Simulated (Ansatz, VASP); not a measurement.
**SrTiO3: VASP beside Ansatz**

The input INCAR:

```
PREC = Accurate
ENCUT = 520
EDIFF = 1E-6
ISMEAR = 0
SIGMA = 0.02
LREAL = False
LASPH = True
NELM = 150
ALGO = Normal
ISIF = 2
LWAVE = False
LCHARG = False
LMAXMIX = 4
LDAU = True
LDAUTYPE = 2
LDAUL = -1 2 -1
LDAUU = 0 4 0
LDAUJ = 0 0 0
LDAUPRINT = 1
GGA = PE
NBANDS = 28
```

KPOINTS

```
Automatic mesh
0
Gamma
  8 8 8
```

POSCAR

```
SrTiO3
1.0
    3.9471298222      0.0000000000      0.0000000000
    0.0000000000      3.9471298222      0.0000000000
    0.0000000000      0.0000000000      3.9471298222
Sr Ti O
1 1 3
Direct
    0.0000000000      0.0000000000      0.0000000000
    0.5000000000      0.5000000000      0.5000000000
    0.5000000000      0.0000000000      0.5000000000
    0.5000000000      0.5000000000      0.0000000000
    0.0000000000      0.5000000000      0.5000000000
```

Input for Ansatz:

```yaml
crystal:
  lattice:
    - [3.9471298222, 0.0, 0.0]
    - [0.0, 3.9471298222, 0.0]
    - [0.0, 0.0, 3.9471298222]
  atoms:
    - { symbol: Sr, position: [0.0, 0.0, 0.0] }
    - { symbol: Ti, position: [0.5, 0.5, 0.5] }
    - { symbol: O, position: [0.5, 0.0, 0.5] }
    - { symbol: O, position: [0.5, 0.5, 0.0] }
    - { symbol: O, position: [0.0, 0.5, 0.5] }
basis:
  ecutwfc: 420
kpoints:
  mp_grid: { grid: [8, 8, 8] }
  band_path: { path: [VBM, CBM], npoints: 2 }
hamiltonian:
  xc: pbe
  hubbard: { sites: [{ species: Ti, l: d, u_eff: 4.0 }] }
scf:
  occupations: { method: gaussian, width: 0.02 }
output:
  forces: true
  stress: true
  eigenvalues: true
checkpoint:
  read: start.run
  write: ck
  compress: false
  write_wavefunctions: false
  write_every: 100000
```

Alike in both runs: task single point; functional PBE; k mesh 8 × 8 × 8; occupations gaussian, width 0.02 eV; no spin polarisation; Hubbard terms Ti d U = 4.0 eV.

```csv
,VASP,Ansatz
version,VASP 6.6.1,Ansatz 0.2.0
potentials or method,"VASP PAW PBE potentials, release 64 (Sr_sv, Ti_sv, O)","scalar-relativistic, plane waves, PAW"
plane-wave cutoff (eV),520,420
valence electrons in the cell,40,40
```

Ansatz gave:

| Item | Value |
| --- | --- |
| gap on the k mesh at the Fermi level (eV) | 2.30 |
| least direct gap on the mesh (eV) | 2.72 |
| pressure (GPa) | 0.0 |

Task: Which values does VASP return?

Result: gap on the k mesh at the Fermi level (eV): 2.31; least direct gap on the mesh (eV): 2.74; pressure (GPa): 2.7.

The programs project onto different local orbitals, so the same U acts differently.

A k mesh can miss the band edges.
